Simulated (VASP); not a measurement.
Here is a VASP 6.6.1 calculation.

The input INCAR:

```
SYSTEM = Ba
PREC = Accurate
ENCUT = 520
EDIFF = 1E-6
ISMEAR = 0
SIGMA = 0.1
LREAL = .False.
LASPH = .True.
NELM = 100
ALGO = Fast
ISIF = 2
LWAVE = .False.
LCHARG = .False.
LDIPOL = .True.
IDIPOL = 3
DIPOL = 0.5 0.5 0.500
GGA = PE
IVDW = 12
NBANDS = 22
```

File KPOINTS:

```
regular mesh
0
Gamma
  6 6 1
  0 0 0
```

Contents of POSCAR:

```
Ba
1.0
    4.9162006870      0.0000000000      0.0000000000
    0.0000000000      4.9162006870      0.0000000000
    0.0000000000      0.0000000000     21.9162006870
Ba
3
Direct
    0.5000000000      0.5000000000      0.3878409457
    0.0000000000      0.0000000000      0.5000000000
    0.5000000000      0.5000000000      0.6121590543
```

Potentials or basis: VASP PAW PBE potentials, release 64 (Ba_sv).

Command:

```bash
$ cat potpaw_PBE.64/Ba_sv/POTCAR > POTCAR
$ mpirun -np 1 vasp_std > vasp.out
```

(1) Estimate the band gap on the k mesh.

(2) What does it give for the largest force?

(3) Predict the dispersion energy per atom.

Answers

(1) none (metal or under the smearing width).

(2) 0.031 eV/Å.

(3) -0.124 eV.
